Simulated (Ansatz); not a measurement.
# MnO2: the cost of one run

Method: DFT PBE+U+D3(BJ), scalar-relativistic, plane waves, PAW, in Ansatz 0.2.0.

1 further run of the same task is left out (it didn't finish).

## (1) Starting point

The structure is trigonal, space group R-3m (No. 166). Conventional cell: a = 2.857 Å, b = 2.857 Å, c = 13.752 Å, α = 90.00°, β = 90.00°, γ = 120.00°. Around Mn (site symmetry -3m) lie 6 O at 1.90 Å. O (site symmetry 3m) has 3 Mn at 1.90 Å as nearest neighbours.

As a file:

```xyz
3
Lattice="1.4284 0.8247 4.5839 -1.4284 0.8247 4.5839 0.0000 -1.6494 4.5839" Properties=species:S:1:pos:R:3 pbc="T T T"
Mn    0.0000    0.0000    0.0000
O     0.0000    0.0000    3.6355
O     0.0000    0.0000   10.1163
```

The structure comes from the Materials Project (structure only).

(A quick probe on a coarse mesh, which set the mesh and smearing, is not shown.)

## (3) Coarse relaxation

Input file input.yaml:

```yaml
crystal:
  lattice:
    - [1.4284348394, 0.824707239, 4.5839315268]
    - [-1.4284348394, 0.824707239, 4.5839315268]
    - [0.0, -1.6494144781, 4.5839315268]
  atoms:
    - { symbol: Mn, position: [0.0, 0.0, 0.0], spin: 3.03 }
    - { symbol: O, position: [0.26436449, 0.26436449, 0.26436449] }
    - { symbol: O, position: [0.73563551, 0.73563551, 0.73563551] }
basis:
  ecutwfc: 420
kpoints:
  mp_grid: { grid: [12, 12, 12] }
hamiltonian:
  xc: pbe
  dispersion: d3bj
  hubbard: { sites: [{ species: Mn, l: d, u_eff: 3.9 }] }
scf:
  occupations: { method: gaussian, width: 0.1 }
output:
  forces: true
  stress: true
  eigenvalues: true
  populations: true
magnetization:
  spin_polarized: true
relax:
  adjacent_minimum: "off"
  f_tol: 0.05
  max_steps: 80
  cell: { stress_tol: 0.5 }
```

Run with:

```sh
$ ansatz run input.yaml --threads 1 --pin off --max-ram 2560MiB --backend cpu --events-out ev --progress --plain --runs-dir out
```

What time and memory should one allow on 1 thread of Arm Neoverse V1, shared host?

About 2.2 min, with a peak of 0.52 GiB.
